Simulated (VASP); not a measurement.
# Cs (C2/m) in VASP: further runs

Runs on Cs. Level: PBEsol. Tasks: single point.

Everything below comes from runs of VASP 6.6.1. Logs are shortened: lines on timing, memory, paths and dates and some standing lists are left out, and cuts for length are marked.

**1. The crystal as given**

Symmetry: C2/m, No. 12, monoclinic system. Conventional cell: a = 6.038 Å, b = 8.676 Å, c = 5.110 Å, α = 90.00°, β = 120.26°, γ = 90.00°.

This isn't the form of Cs at room conditions, which is bcc.

**2. Single point, PBEsol**

INCAR

```
ADDGRID = False
ALGO = Normal
EDIFF = 1E-6
ENCUT = 600
GGA = PS
ISIF = 2
ISMEAR = 1
LASPH = True
LCHARG = False
LREAL = False
LWAVE = False
NELM = 100
PREC = Accurate
SIGMA = 0.1
```

KPOINTS

```
k-points
0
Gamma
  6 6 6
```

POSCAR

```
Cs
1.0
    3.0286440000     -4.4025590000     -0.0553060000
    2.9811710000      4.3695220000      0.0984760000
   -2.5313490000      0.0923220000      4.3694900000
Cs
1
Direct
   -0.0054440000      0.0010830000      0.4979030000
```

Potentials or basis: VASP PAW PBE potentials, release 64 (Cs_sv).

Command:

```bash
cat potpaw_PBE.64/Cs_sv/POTCAR > POTCAR
mpirun -np 1 vasp_std > vasp.out
```

OUTCAR:

```text
EDIFF = 1E-6
   ENCUT = 600
   GGA = PS
   ISIF = 2
   ISMEAR = 1
   LASPH = True
   LREAL = False
   NELM = 100
   PREC = Accurate

 Found    112 irreducible k-points:

 Following reciprocal coordinates:
            Coordinates               Weight
  0.000000  0.000000  0.000000      1.000000
  0.166667 -0.000000 -0.000000      2.000000
  0.333333  0.000000  0.000000      2.000000
  0.500000 -0.000000 -0.000000      1.000000
 -0.000000  0.166667 -0.000000      2.000000
  0.166667  0.166667 -0.000000      2.000000
   k-points           NKPTS =    112   k-points in BZ     NKDIM =    112   number of bands    NBANDS=      8
   number of dos      NEDOS =    301   number of ions     NIONS =      1
   total plane-waves  NPLWV =  80640
   dimension x,y,z NGX =    48 NGY =   42 NGZ =   40
   dimension x,y,z NGXF=    96 NGYF=   84 NGZF=   80
   ions per type =               1
   NGX,Y,Z   is equivalent  to a cutoff of  14.93, 13.20, 13.17 a.u.
   NGXF,Y,Z  is equivalent  to a cutoff of  29.86, 26.40, 26.33 a.u.
 SYSTEM =  unknown system
   PREC   = accura    normal or accurate (medium, high low for compatibility)
   ISTART =      0    job   : 0-new  1-cont  2-samecut
   ICHARG =      2    charge: 1-file 2-atom 10-const
   ISPIN  =      1    spin polarized calculation?
   LNONCOLLINEAR =      F non collinear calculations
   LSORBIT =      F    spin-orbit coupling
   LASPH  =      T    aspherical Exc in radial PAW
   ENCUT  =  600.0 eV  44.10 Ry    6.64 a.u.  10.67 10.57 10.09*2*pi/ulx,y,z
   NELM   =    100;   NELMIN=  2; NELMDL= -5     # of ELM steps
   EDIFF  = 0.1E-05   stopping-criterion for ELM
   LREAL  =      F    real-space projection
   EDIFFG = 0.1E-04   stopping-criterion for IOM
   NSW    =      0    number of steps for IOM
   IBRION =     -1    ionic relax: 0-MD 1-quasi-New 2-CG
   NFREE  =      0    steps in history (QN), initial steepest desc. (CG)
   ISIF   =      2    stress and relaxation
   ISYM   =      2    0-nonsym 1-usesym 2-fastsym
   POTIM  = 0.5000    time-step for ionic-motion
   TEBEG  =    0.0;   TEEND  =   0.0 temperature during run
   PSTRESS=    0.0 pullay stress
   NELECT =       9.0000    total number of electrons
   NUPDOWN=      -1.0000    fix difference up-down
   EMIN   =  10.00;   EMAX   =-10.00  energy-range for DOS
   EFERMI =   0.00;   METHOD = LEGACY
   ISMEAR =     1;   SIGMA  =   0.10  broadening in eV -4-tet -1-fermi 0-gaus
   EFERMI_NEDOS =   21; number of points for ismear=-14 and -15
   IALGO  =     38    algorithm
   IMIX   =      4    mixing-type and parameters
     AMIX     =   0.40;   BMIX     =  1.00
     AMIX_MAG =   1.60;   BMIX_MAG =  1.00
  volume/ion in A,a.u.               =     115.62       780.22
  Fermi-wavevector in a.u.,A,eV,Ry     =   0.699009  1.320935  6.647991  0.488614
  Thomas-Fermi vector in A             =   1.782770
   LORBIT       =      0    0 simple, 1 ext, 2 COOP (PROOUT), +10 PAW based schemes
   GGA     = PS    functional components
   LHFCALC =     F    Hartree Fock is set to
   AEXX    =    0.0000 exact exchange contribution
   IVDW    =     0    specifies the selected vdW correction
   LEPSILON=     F    determine dielectric tensor
   LRPA    =     F    only Hartree local field effects (RPA)
 non-spin polarized calculation
 Methfessel and Paxton  Order N= 1 SIGMA  =   0.10
  energy-cutoff  :      600.00
  volume of cell :      115.62
 maximum number of plane-waves:      3879
 NGX is ok and might be reduce to    48
   NGX = 21   NGY = 21   NGZ = 21

 number of electron       9.0000000 magnetization

 Free energy of the ion-electron system (eV)
  ---------------------------------------------------
  ext. energy  EPLUGINS =         0.00000000
  ---------------------------------------------------
  free energy    TOTEN  =        -0.92721803 eV

  energy without entropy =       -0.92639574  energy(sigma->0) =       -0.92694393

 E-fermi :   0.3610     XC(G=0):  -5.4613

 val. band max:        0.3501392094   @ k =   0.5000   0.3333  -0.0000
 cond. band min:       0.3655097604   @ k =   0.5000  -0.0000   0.1667
 fundamental gap:      0.0153705510
 Fermi energy:         0.3610223889

 k-point     1 :       0.0000    0.0000    0.0000
  band No.  band energies     occupation
      1     -23.4959      2.00000
      2     -10.2262      2.00000
      3     -10.2165      2.00000
      4     -10.1978      2.00000
      5      -1.3147      2.00000
      6       2.5617      0.00000
      7       2.7992      0.00000
      8       3.0548      0.00000

 k-point     2 :       0.1667   -0.0000   -0.0000
  band No.  band energies     occupation
      1     -23.4947      2.00000
      2     -10.2534      2.00000
      3     -10.2255      2.00000
      4     -10.2005      2.00000
      5      -1.0342      2.00000
      6       2.3475     -0.00000
      7       2.3910      0.00000
      8       3.2287      0.00000

 k-point     3 :       0.3333    0.0000    0.0000
  band No.  band energies     occupation
      1     -23.4922      2.00000
      2     -10.3112      2.00000
      3     -10.2399      2.00000
      4     -10.2044      2.00000
      5      -0.3060      2.00000
      6       1.6099     -0.00000
      7       2.0165     -0.00000
      8       3.8881      0.00000

 k-point     4 :       0.5000   -0.0000   -0.0000
  band No.  band energies     occupation
      1     -23.4910      2.00000
      2     -10.3396      2.00000
      3     -10.2470      2.00000
      4     -10.2060      2.00000
      5       0.3203      1.63013
      6       1.1113     -0.00000
      7       1.8745     -0.00000
      8       3.9050      0.00000

 k-point     5 :      -0.0000    0.1667   -0.0000
  band No.  band energies     occupation
      1     -23.4946      2.00000
      2     -10.2537      2.00000
      3     -10.2266      2.00000
      4     -10.1995      2.00000
      5      -1.0383      2.00000
      6       2.3279     -0.00000
      7       2.4603      0.00000
      8       3.2476      0.00000

 k-point     6 :       0.1667    0.1667   -0.0000
  band No.  band energies     occupation
      1     -23.4929      2.00000
      2     -10.2838      2.00000
      3     -10.2452      2.00000
      4     -10.2053      2.00000
      5      -0.5363      2.00000
      6       1.8775     -0.00000
      7       2.0712     -0.00000
      8       3.6928      0.00000

 [... further k-points ...]
[... 5 lines left out ...]
  --------------------------------------------------------------------------------------
  -------------------------------------------------------------------------------------
  Total       -0.0625017     -0.0796291     -0.0768957      0.0061090     -0.0095631     -0.0068793
  in kB       -0.8661311     -1.1034783     -1.0655988      0.0846571     -0.1325232     -0.0953313
  external PRESSURE =      -1.0117360 kB  Pullay stress =       0.0000000 kB

 VOLUME and BASIS-vectors are now :
 -----------------------------------------------------------------------------
  energy-cutoff  :      600.00
  volume of cell :      115.62
      direct lattice vectors                 reciprocal lattice vectors
     3.028644000 -4.402559000 -0.055306000     0.165058960 -0.114823640  0.098048647
     2.981171000  4.369522000  0.098476000     0.166342001  0.113250823  0.093973007
    -2.531349000  0.092322000  4.369490000    -0.001659677 -0.004005713  0.227982806

 POSITION                                       TOTAL-FORCE (eV/Angst)
 -----------------------------------------------------------------------------------
      1.75502     -4.32789      2.12068         0.000000     -0.000000      0.000000
 -----------------------------------------------------------------------------------
    total drift:                                0.000001     -0.000003     -0.000003

  FREE ENERGIE OF THE ION-ELECTRON SYSTEM (eV)
  ---------------------------------------------------
  free  energy   TOTEN  =        -0.9272180305 eV

  energy  without entropy=       -0.9263957389  energy(sigma->0) =       -0.92694393
```

OSZICAR:

```text
N       E                     dE             d eps       ncg     rms          rms(c)
DAV:   1     0.625518089373E+02    0.62552E+02   -0.32990E+03  1792   0.846E+02
DAV:   2     0.404871766051E+01   -0.58503E+02   -0.57745E+02  2456   0.118E+02
DAV:   3    -0.861441442302E+00   -0.49102E+01   -0.49090E+01  1848   0.475E+01
DAV:   4    -0.926529849665E+00   -0.65088E-01   -0.65084E-01  3216   0.664E+00
DAV:   5    -0.926616207659E+00   -0.86358E-04   -0.86354E-04  2368   0.151E-01    0.131E-01
DAV:   6    -0.926697974330E+00   -0.81767E-04   -0.10930E-03  3104   0.198E-01    0.926E-02
DAV:   7    -0.927168945664E+00   -0.47097E-03   -0.33039E-03  2416   0.364E-01    0.310E-02
DAV:   8    -0.927216942335E+00   -0.47997E-04   -0.99077E-05  2664   0.800E-02    0.529E-03
DAV:   9    -0.927218421767E+00   -0.14794E-05   -0.29705E-06  3040   0.112E-02    0.282E-03
DAV:  10    -0.927218030482E+00    0.39128E-06   -0.63359E-07  2344   0.507E-03
   1 F= -.92721803E+00 E0= -.92694393E+00  d E =-.822292E-03
```

stdout:

```text
POSCAR found type information on POSCAR Cs
 POSCAR found :  1 types and       1 ions
 scaLAPACK will be used
 -----------------------------------------------------------------------------
|                                                                             |
|                                                                             |
|     You enforced a specific xc type in the INCAR file but a different       |
|     I HOPE YOU KNOW WHAT YOU ARE DOING!                                     |
|                                                                             |
 -----------------------------------------------------------------------------

 LDA part: xc-table for (Slater+PW92), standard interpolation
 POSCAR, INCAR and KPOINTS ok, starting setup
 FFT: planning ... GRIDC
 FFT: planning ... GRID_SOFT
 FFT: planning ... GRID
 WAVECAR not read
 entering main loop
```

Wall time 60 s (1 thread of Intel Xeon Platinum 8488C (Sapphire Rapids), shared host); peak memory 0.33 GiB.

The run converged, but some of its settings lie outside the range that counts as converged, so its numbers aren't taken as properties of the crystal.

Results:

| Property | Result |
| --- | --- |
| Free energy | -0.9272 eV |
| Pressure | -0.1 GPa |
| Band gap on the k mesh | none (metal or under the smearing width) |

Caveat: the PAW data sets were made with another functional, which shifts forces and pressure a little.

**3. Single point, PBEsol**

INCAR, as its differences from that of step 2:

```diff
@@ -3,3 +3,3 @@
 EDIFF = 1E-6
-ENCUT = 600
+ENCUT = 350
 GGA = PS
```

KPOINTS

```
k-points
0
Gamma
  8 8 8
```

POSCAR

```
Cs
1.0
    3.0190110000     -4.3381320000      0.0000000000
    3.0190110000      4.3381320000      0.0000000000
   -2.5749360000      0.0000000000      4.4138870000
Cs
1
Direct
    0.0000000000      0.0000000000      0.5000000000
```

Potentials or basis: VASP PAW PBE potentials, release 64 (Cs_sv).

Command:

```bash
cat potpaw_PBE.64/Cs_sv/POTCAR > POTCAR
mpirun -np 1 vasp_std > vasp.out
```

It took 29 s on 1 thread of Intel Xeon Platinum 8488C (Sapphire Rapids), shared host; peak memory 0.21 GiB.

The run converged, but some of its settings lie outside the range that counts as converged, so its numbers aren't taken as properties of the crystal.

Results:

| Quantity | Value |
| --- | --- |
| Free energy | -0.9322 eV |
| Pressure | -0.1 GPa |
| Band gap on the k mesh | none (metal or under the smearing width) |

Caveat: the PAW data sets were made with another functional, which shifts forces and pressure a little.
